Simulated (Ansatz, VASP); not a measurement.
## Two plane-wave programs on LiF

```xyz
4
Lattice="3.0949 0.0338 0.0153 -1.5182 2.7468 -0.0069 0.0241 0.0013 4.8750" Properties=species:S:1:pos:R:3 pbc="T T T"
Li    0.0179    1.8553    1.8583
Li    1.6091    0.9160    4.3275
F     0.0397    1.8576    4.8158
F     1.5528    0.9360    2.4215
```

Change from the starting cell: all atoms moved at random, cell strained at random.

Alike in both runs: task single point; functional PBEsol; k mesh 9 × 9 × 6; occupations gaussian, width 0.02 eV; no spin polarisation.

|  | VASP | Ansatz |
| --- | --- | --- |
| version | VASP 6.6.1 | Ansatz 0.2.0 |
| potentials or method | VASP PAW PBE potentials, release 64 (Li_sv, F) | scalar-relativistic, plane waves, PAW |
| plane-wave cutoff (eV) | 520 | 420 |
| valence electrons in the cell | 20 | 20 |

Ansatz gave:

* gap on the k mesh at the Fermi level (eV): 7.36
* least direct gap on the mesh (eV): 7.36
* rms of the force components (eV/Å): 0.083

Task: What did VASP give for the same quantities?

Result: gap on the k mesh at the Fermi level (eV): 7.35; least direct gap on the mesh (eV): 7.35; rms of the force components (eV/Å): 0.084.

Atom by atom the forces differ by 0.002 eV/Å (rms over components).

Caveats: the PAW data sets were made with another functional, which shifts forces and pressure a little (VASP); an odd mesh through Γ misses points on the zone boundary, where band edges often lie.
